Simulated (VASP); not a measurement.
# Ag (Fm-3m) in VASP: notebook

The runs below take Ag through single point, with PBE.

All numbers are computed with VASP 6.6.1; they aren't measurements. Logs are shortened: lines on timing, memory, paths and dates and some standing lists are left out, and cuts for length are marked.

## (1) The structure

Symmetry: Fm-3m, No. 225, cubic system. Conventional cell: a = 4.085 Å, b = 4.085 Å, c = 4.085 Å, α = 90.00°, β = 90.00°, γ = 90.00°. Ag (site symmetry m-3m) has 12 Ag at 2.89 Å as nearest neighbours.

## (2) Single point, PBE

Input file INCAR:

```
SYSTEM = Ag
  PREC = Accurate
  ENCUT = 520
  EDIFF = 1E-7
  ISMEAR = 0
  SIGMA = 0.1
  LREAL = .False.
  LASPH = .True.
  NELM = 100
  ALGO = Fast
  ISIF = 2
  LWAVE = .False.
  LCHARG = .False.
  GGA = PE
  NBANDS = 12
```

Input file KPOINTS:

```
regular mesh
0
Gamma
  4 4 4
  0 0 0
```

Input file POSCAR:

```
Ag
1.0
    0.0000000000      2.0427500000      2.0427500000
    2.0427500000      0.0000000000      2.0427500000
    2.0427500000      2.0427500000      0.0000000000
Ag
1
Direct
    0.0000000000      0.0000000000      0.0000000000
```

Potentials or basis: VASP PAW PBE potentials, release 64 (Ag).

Started as:

```sh
$ cat potpaw_PBE.64/Ag/POTCAR > POTCAR
$ mpirun -np 1 vasp_std > vasp.out
```

OUTCAR:

```text
SYSTEM = Ag
   PREC = Accurate
   ENCUT = 520
   EDIFF = 1E-7
   ISMEAR = 0
   LREAL = .False.
   LASPH = .True.
   NELM = 100
   ISIF = 2
   GGA = PE

 ion  position               nearest neighbor table
   1  0.000  0.000  0.000-

  LATTYP: Found a face centered cubic cell.
 ALAT       =     4.0855000000

  Lattice vectors:

 A1 = (   0.0000000000,   2.0427500000,   2.0427500000)
 A2 = (   2.0427500000,   0.0000000000,   2.0427500000)
 A3 = (   2.0427500000,   2.0427500000,   0.0000000000)

Analysis of symmetry for initial positions (statically):
=====================================================================
 Subroutine PRICEL returns:
 Original cell was already a primitive cell.

 Routine SETGRP: Setting up the symmetry group for a
 face centered cubic supercell.

 Subroutine GETGRP returns: Found 48 space group operations
 (whereof 48 operations were pure point group operations)
 out of a pool of 48 trial point group operations.

The static configuration has the point symmetry O_h .

Analysis of symmetry for dynamics (positions and initial velocities):
=====================================================================
 Subroutine PRICEL returns:
 Original cell was already a primitive cell.

 Routine SETGRP: Setting up the symmetry group for a
 face centered cubic supercell.

 Subroutine GETGRP returns: Found 48 space group operations
 (whereof 48 operations were pure point group operations)
 out of a pool of 48 trial point group operations.

The dynamic configuration has the point symmetry O_h .

 Subroutine INISYM returns: Found 48 space group operations
 (whereof 48 operations are pure point group operations),
 and found     1 'primitive' translations

----------------------------------------------------------------------------------------

                                     Primitive cell

  volume of cell :      17.0481

  direct lattice vectors                    reciprocal lattice vectors
     0.000000000  2.042750000  2.042750000    -0.244768082  0.244768082  0.244768082
     2.042750000  0.000000000  2.042750000     0.244768082 -0.244768082  0.244768082
     2.042750000  2.042750000  0.000000000     0.244768082  0.244768082 -0.244768082

  length of vectors
     2.888884755  2.888884755  2.888884755     0.423950755  0.423950755  0.423950755

  position of ions in fractional coordinates (direct lattice)
     0.000000000  0.000000000  0.000000000

  ion indices of the primitive-cell ions
   primitive index   ion index
                 1           1

[... 67 lines left out ...]
   EMIN   =  10.00;   EMAX   =-10.00  energy-range for DOS
   EFERMI =   0.00;   METHOD = LEGACY
   ISMEAR =     0;   SIGMA  =   0.10  broadening in eV -4-tet -1-fermi 0-gaus
   EFERMI_NEDOS =   21; number of points for ismear=-14 and -15
   IALGO  =     68    algorithm
   IMIX   =      4    mixing-type and parameters
     AMIX     =   0.40;   BMIX     =  1.00
     AMIX_MAG =   1.60;   BMIX_MAG =  1.00
  volume/ion in A,a.u.               =      17.05       115.05
  Fermi-wavevector in a.u.,A,eV,Ry     =   1.414644  2.673290 27.228221  2.001218
  Thomas-Fermi vector in A             =   2.536165
   LORBIT       =      0    0 simple, 1 ext, 2 COOP (PROOUT), +10 PAW based schemes
   GGA     = PE    functional components
   LHFCALC =     F    Hartree Fock is set to
   AEXX    =    0.0000 exact exchange contribution
   IVDW    =     0    specifies the selected vdW correction
   LEPSILON=     F    determine dielectric tensor
   LRPA    =     F    only Hartree local field effects (RPA)
 non-spin polarized calculation
 RMM-DIIS sequential band-by-band and
 Gauss-broadening in eV      SIGMA  =   0.10
  energy-cutoff  :      520.00
  volume of cell :       17.05
 maximum number of plane-waves:       477
 NGX is ok and might be reduce to    24
   NGX = 11   NGY = 11   NGZ = 11

 number of electron      10.9999999 magnetization

 Free energy of the ion-electron system (eV)
  ---------------------------------------------------
  ext. energy  EPLUGINS =         0.00000000
  ---------------------------------------------------
  free energy    TOTEN  =        -2.52633629 eV

  energy without entropy =       -2.52161234  energy(sigma->0) =       -2.52397432

 E-fermi :   9.3150     XC(G=0): -12.2161

 val. band max:        8.0293203910   @ k =   0.5000   0.0000   0.0000
 cond. band min:       9.4374083633   @ k =   0.5000   0.2500   0.0000
 fundamental gap:      1.4080879723
 Fermi energy:         9.3149611995

 k-point     1 :       0.0000    0.0000    0.0000
  band No.  band energies     occupation
      1       0.6598      2.00000
      2       3.6090      2.00000
      3       3.6090      2.00000
      4       3.6090      2.00000
      5       4.6449      2.00000
      6       4.6449      2.00000
      7      24.4547      0.00000
      8      28.0348      0.00000
      9      28.0348      0.00000
     10      28.0348      0.00000
     11      32.8339      0.00000
     12      33.9797      0.00000
[... 91 lines left out ...]
 k-point     8 :      -0.2500    0.5000    0.2500
  band No.  band energies     occupation
      1       2.7280      2.00000
      2       3.3374      2.00000
      3       3.3374      2.00000
      4       4.6525      2.00000
      5       5.6455      2.00000
      6      14.3862      0.00000
      7      14.3862      0.00000
      8      15.4233      0.00000
      9      16.6152      0.00000
     10      31.1936      0.00000
     11      31.1936      0.00000
     12      32.9209      0.00000

------------------------ aborting loop because EDIFF is reached ----------------------------------------

  FORCE on cell =-STRESS in cart. coord.  units (eV):
  Direction    XX          YY          ZZ          XY          YZ          ZX
  --------------------------------------------------------------------------------------
  -------------------------------------------------------------------------------------
  Total        0.5942740      0.5942740      0.5942740     -0.0000000      0.0000000      0.0000000
  in kB       55.8498032     55.8498032     55.8498032     -0.0000000      0.0000000      0.0000000
  external PRESSURE =      55.8498032 kB  Pullay stress =       0.0000000 kB

 VOLUME and BASIS-vectors are now :
 -----------------------------------------------------------------------------
  energy-cutoff  :      520.00
  volume of cell :       17.05
      direct lattice vectors                 reciprocal lattice vectors
     0.000000000  2.042750000  2.042750000    -0.244768082  0.244768082  0.244768082
     2.042750000  0.000000000  2.042750000     0.244768082 -0.244768082  0.244768082
     2.042750000  2.042750000  0.000000000     0.244768082  0.244768082 -0.244768082

 POSITION                                       TOTAL-FORCE (eV/Angst)
 -----------------------------------------------------------------------------------
      0.00000      0.00000      0.00000         0.000000      0.000000      0.000000
 -----------------------------------------------------------------------------------
    total drift:                               -0.000000      0.000000      0.000000

  FREE ENERGIE OF THE ION-ELECTRON SYSTEM (eV)
  ---------------------------------------------------
  free  energy   TOTEN  =        -2.5263362903 eV

  energy  without entropy=       -2.5216123409  energy(sigma->0) =       -2.52397432
```

OSZICAR:

```text
N       E                     dE             d eps       ncg     rms          rms(c)
DAV:   1     0.469569664467E+02    0.46957E+02   -0.60579E+03   200   0.867E+02
DAV:   2    -0.209885344472E+01   -0.49056E+02   -0.46251E+02   236   0.189E+02
DAV:   3    -0.278368162763E+01   -0.68483E+00   -0.68461E+00   216   0.230E+01
DAV:   4    -0.278568903654E+01   -0.20074E-02   -0.20073E-02   228   0.127E+00
DAV:   5    -0.278570476805E+01   -0.15732E-04   -0.15732E-04   220   0.990E-02    0.550E+00
RMM:   6    -0.253827178590E+01    0.24743E+00   -0.37213E-01   195   0.550E+00    0.347E+00
RMM:   7    -0.252924413568E+01    0.90277E-02   -0.11018E-02   207   0.116E+00    0.197E+00
RMM:   8    -0.252635031945E+01    0.28938E-02   -0.91946E-04   200   0.285E-01    0.195E-01
RMM:   9    -0.252633427956E+01    0.16040E-04   -0.13378E-04   217   0.104E-01    0.807E-02
RMM:  10    -0.252633489966E+01   -0.62010E-06   -0.22751E-05   213   0.386E-02    0.229E-02
RMM:  11    -0.252633613931E+01   -0.12397E-05   -0.59605E-06   207   0.149E-02    0.759E-03
RMM:  12    -0.252633635493E+01   -0.21562E-06   -0.39175E-07   181   0.438E-03    0.104E-02
RMM:  13    -0.252633629033E+01    0.64605E-07   -0.18296E-07   154   0.354E-03
   1 F= -.25263363E+01 E0= -.25239743E+01  d E =-.472395E-02
```

Wall time 2 s (1 thread of Intel Xeon 6975P-C (Granite Rapids), shared host); peak memory 0.13 GiB.

Results:

- Free energy: -2.5263 eV
- Pressure: 5.6 GPa
- Band gap on the k mesh: none (metal or under the smearing width)

Caveat: the k mesh is coarse (spacing up to 0.67 Å⁻¹), so the values aren't converged.

## (3) Single point, PBE

INCAR is that of step 2.

Input file KPOINTS:

```
regular mesh
0
Gamma
  6 6 6
  0 0 0
```

POSCAR is that of step 2.

Potentials or basis: VASP PAW PBE potentials, release 64 (Ag).

Started as:

```sh
$ cat potpaw_PBE.64/Ag/POTCAR > POTCAR
$ mpirun -np 1 vasp_std > vasp.out
```

OUTCAR:

```text
SYSTEM = Ag
   PREC = Accurate
   ENCUT = 520
   EDIFF = 1E-7
   ISMEAR = 0
   LREAL = .False.
   LASPH = .True.
   NELM = 100
   ISIF = 2
   GGA = PE

 ion  position               nearest neighbor table
   1  0.000  0.000  0.000-

  LATTYP: Found a face centered cubic cell.
 ALAT       =     4.0855000000

  Lattice vectors:

 A1 = (   0.0000000000,   2.0427500000,   2.0427500000)
 A2 = (   2.0427500000,   0.0000000000,   2.0427500000)
 A3 = (   2.0427500000,   2.0427500000,   0.0000000000)

Analysis of symmetry for initial positions (statically):
=====================================================================
 Subroutine PRICEL returns:
 Original cell was already a primitive cell.

 Routine SETGRP: Setting up the symmetry group for a
 face centered cubic supercell.

 Subroutine GETGRP returns: Found 48 space group operations
 (whereof 48 operations were pure point group operations)
 out of a pool of 48 trial point group operations.

The static configuration has the point symmetry O_h .

Analysis of symmetry for dynamics (positions and initial velocities):
=====================================================================
 Subroutine PRICEL returns:
[... 161 lines left out ...]
      4       3.6245      2.00000
      5       4.6592      2.00000
      6       4.6592      2.00000
      7      24.4576      0.00000
      8      28.0364      0.00000
      9      28.0364      0.00000
     10      28.0364      0.00000
     11      32.8414      0.00000
     12      33.9853      0.00000
[... 211 lines left out ...]
 k-point    16 :      -0.3333    0.5000    0.1667
  band No.  band energies     occupation
      1       2.5026      2.00000
      2       2.6798      2.00000
      3       4.2340      2.00000
      4       4.9060      2.00000
      5       5.6628      2.00000
      6      12.4057      0.00000
      7      15.3155      0.00000
      8      16.4511      0.00000
      9      17.1540      0.00000
     10      28.5600      0.00000
     11      30.3266      0.00000
     12      34.2067      0.00000

------------------------ aborting loop because EDIFF is reached ----------------------------------------

  FORCE on cell =-STRESS in cart. coord.  units (eV):
  Direction    XX          YY          ZZ          XY          YZ          ZX
  --------------------------------------------------------------------------------------
  -------------------------------------------------------------------------------------
  Total        0.5702326      0.5702326      0.5702326      0.0000000     -0.0000000      0.0000000
  in kB       53.5903928     53.5903928     53.5903928      0.0000000     -0.0000000      0.0000000
  external PRESSURE =      53.5903928 kB  Pullay stress =       0.0000000 kB

 VOLUME and BASIS-vectors are now :
 -----------------------------------------------------------------------------
  energy-cutoff  :      520.00
  volume of cell :       17.05
      direct lattice vectors                 reciprocal lattice vectors
     0.000000000  2.042750000  2.042750000    -0.244768082  0.244768082  0.244768082
     2.042750000  0.000000000  2.042750000     0.244768082 -0.244768082  0.244768082
     2.042750000  2.042750000  0.000000000     0.244768082  0.244768082 -0.244768082

 POSITION                                       TOTAL-FORCE (eV/Angst)
 -----------------------------------------------------------------------------------
      0.00000      0.00000      0.00000         0.000000      0.000000      0.000000
 -----------------------------------------------------------------------------------
    total drift:                               -0.000000      0.000000      0.000000

  FREE ENERGIE OF THE ION-ELECTRON SYSTEM (eV)
  ---------------------------------------------------
  free  energy   TOTEN  =        -2.6392501905 eV

  energy  without entropy=       -2.6332860967  energy(sigma->0) =       -2.63626814
```

It took 2.3 s on 1 thread of Intel Xeon 6975P-C (Granite Rapids), shared host; peak memory 0.13 GiB.

What came out:

| Item | Value |
| --- | --- |
| Free energy | -2.6393 eV |
| Pressure | 5.4 GPa |
| Band gap on the k mesh | none (metal or under the smearing width) |

Caveat: the k mesh is coarse (spacing up to 0.44 Å⁻¹), so the values aren't converged.

## (4) Single point, PBE

INCAR is that of step 3.

Input file KPOINTS:

```
regular mesh
0
Gamma
  8 8 8
  0 0 0
```

POSCAR is that of step 3.

Started as:

```sh
$ cat potpaw_PBE.64/Ag/POTCAR > POTCAR
$ mpirun -np 1 vasp_std > vasp.out
```

Run time: 3.2 s. Hardware: 1 thread of Intel Xeon 6975P-C (Granite Rapids), shared host; peak memory 0.13 GiB.

Results (log left out):

| Item | Value |
| --- | --- |
| Free energy | -2.6781 eV |
| Pressure | 5.2 GPa |
| Band gap on the k mesh | none (metal or under the smearing width) |

Levels at points of the mesh, in eV from the Fermi level:
| k point | band 3 | band 4 | band 5 | band 6 | band 7 | band 8 | band 9 | band 10 |
| --- | --- | --- | --- | --- | --- | --- | --- | --- |
| (0.00, 0.00, 0.00) | -4.61 | -4.61 | -3.57 | -3.57 | 16.22 | 19.80 | 19.80 | 19.80 |
| (0.50, 0.00, 0.00) | -4.63 | -2.78 | -2.78 | -0.21 | 3.80 | 15.45 | 18.07 | 18.07 |
| (0.50, 0.50, 0.00) | -2.81 | -2.57 | -2.57 | 1.80 | 6.94 | 10.86 | 10.86 | 17.38 |

(Continued in part 2 of 2.)
